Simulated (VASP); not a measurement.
Here is a VASP 6.6.1 calculation.

Contents of INCAR:

```
PREC = Accurate ; ENCUT = 600
EDIFF = 1E-6 ; ISMEAR = -1
SIGMA = 0.05 ; LREAL = F
LASPH = T ; NELM = 60
ALGO = Fast ; ISIF = 3
LWAVE = F ; LCHARG = F
GGA = PE ; IVDW = 2
IBRION = 2 ; NSW = 40
EDIFFG = -0.02
```

The input KPOINTS:

```
Automatic mesh
0
Gamma
  7 7 7
```

Contents of POSCAR:

```
TePb
1.0
    0.0000000000      3.2310000000      3.2310000000
    3.2310000000      0.0000000000      3.2310000000
    3.2310000000      3.2310000000      0.0000000000
Pb Te
1 1
Direct
    0.0000000000      0.0000000000      0.0000000000
    0.5000000000      0.5000000000      0.5000000000
```

Potentials or basis: VASP PAW PBE potentials, release 64 (Pb_d, Te).

Command:

```console
$ cat potpaw_PBE.64/Pb_d/POTCAR potpaw_PBE.64/Te/POTCAR > POTCAR
$ mpirun -np 1 vasp_std > vasp.out
```

(1) Estimate the dispersion energy per atom.

(2) Estimate the Hirshfeld charges.

(3) What does it give for the relaxed cell?

(4) What does it give for the relaxed volume?

Answers

(1) -0.300 eV.

(2) Pb +0.18; Te -0.18 e.

(3) a = 4.583 Å, b = 4.583 Å, c = 4.583 Å, α = 60.00°, β = 60.00°, γ = 60.00°.

(4) 34.04 Å³/atom.
